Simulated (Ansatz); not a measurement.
The system is MnS.

```
Mn S
1.0
     0.00000    2.60450    2.60450
     2.60450    0.00000    2.60450
     2.60450    2.60450    0.00000
Mn S
1 1
Direct
  0.00000 0.00000 0.00000
  0.50000 0.50000 0.50000
```

| Quantity | Value |
| --- | --- |
| Program | Ansatz 0.2.0 |
| Task | relaxation of cell and atoms |
| Functional | HF |
| Potentials or basis | Ansatz PAW |
| Cutoff | 420 eV (not typed: the program's choice for these potentials) |
| k mesh | 5 × 5 × 5 |
| Occupations | fermi-dirac, width 0.05 eV |
| Spin | collinear spin, ferromagnetic start |
| Starting moments | [4.0, 0.0] μB |

At the start: volume 17.67 Å³/atom.

How do energy, volume and symmetry change on relaxing?

It ends after 7 steps and the volume is 20.53 Å³/atom (+16.2 %); space group Fm-3m (No. 225, to 0.05 Å); moment 5.00 μB per cell.

The path:
| step | energy change (eV) | largest force (eV/Å) | volume (Å³) |
| --- | --- | --- | --- |
| 1 | 0.0000 | 0.0000 | 35.33 |
| 2 | -0.2080 | 0.0000 | 40.74 |
| 3 | -0.2074 | 0.0000 | 41.10 |
| 4 | -0.2070 | 0.0000 | 41.21 |
| 5 | -0.2361 | 0.0000 | 41.21 |
| 6 | -0.2370 | 0.0000 | 41.05 |
| 7 | -0.2367 | 0.0000 | 41.05 |

Final structure:
```cif
data_structure
_symmetry_space_group_name_H-M 'P 1'
_symmetry_Int_Tables_number 1
_cell_length_a 3.8721
_cell_length_b 3.8721
_cell_length_c 3.8721
_cell_angle_alpha 60.000
_cell_angle_beta 60.000
_cell_angle_gamma 60.000
_cell_volume 41.05
loop_
_atom_site_label
_atom_site_type_symbol
_atom_site_fract_x
_atom_site_fract_y
_atom_site_fract_z
_atom_site_occupancy
Mn1 Mn 0.00000 0.00000 0.00000 1
S1 S 0.50000 0.50000 0.50000 1
```

Caveat: the magnetic or orbital state may not be the lowest; the volume moved by over 15 % at a fixed basis, so the end points are rough; the plane-wave basis is chosen anew once the cell has moved, so the energies of steps on either side of that aren't comparable; the pressure holds a Pulay correction of +0.8 GPa for the finite cutoff; the volume moved by +16 % from the deposited cell, more than functionals usually miss; a cell with one magnetic atom can't hold antiferromagnetic order, which such compounds often take; the PAW data sets come from PBE, with cores solved anew for the run's functional, which leaves a small shift of forces and pressure.
